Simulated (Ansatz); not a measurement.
**TiB: computed properties**

Method: DFT PBEsol, scalar-relativistic, plane waves, PAW (Ansatz 0.2.0).

Cutoff 420 eV; k points 6×12×8 on the computed 8-atom cell (Γ-centred); Gaussian smearing, width 0.10 eV; no spin polarisation.

The structure is relaxed at this level of theory with its symmetry kept. Whether it is the stable form of this composition wasn't checked.

```yaml
crystal:
  lattice:
    - [6.05863, 0.00000, 0.00000]
    - [0.00000, 3.03300, 0.00000]
    - [0.00000, 0.00000, 4.52676]
  atoms:
    - { symbol: Ti, position: [0.17739, 0.25000, 0.12201] }
    - { symbol: Ti, position: [0.82261, 0.75000, 0.87799] }
    - { symbol: Ti, position: [0.32261, 0.75000, 0.62201] }
    - { symbol: Ti, position: [0.67739, 0.25000, 0.37799] }
    - { symbol: B, position: [0.03019, 0.25000, 0.60008] }
    - { symbol: B, position: [0.96981, 0.75000, 0.39992] }
    - { symbol: B, position: [0.46981, 0.75000, 0.10008] }
    - { symbol: B, position: [0.53019, 0.25000, 0.89992] }
```

```
Space group                                                       : Pnma (No. 62)
Volume per atom                                                   : 10.40 Å³
Formation energy from the elements' standard states (uncorrected) : -0.892 eV/atom
Kohn–Sham band gap                                                : none (metal)
Density of states at the Fermi level                              : 3.95 states/eV per cell
Löwdin character within 0.5 eV of the Fermi level                 : Ti 3d 87 %, B 2p 8 %
Bulk modulus                                                      : 218 GPa
Its pressure derivative                                           : 4.0
Bader charges (e)                                                 : Ti (4 in the cell) 1.21, B (4 in the cell) -1.21
```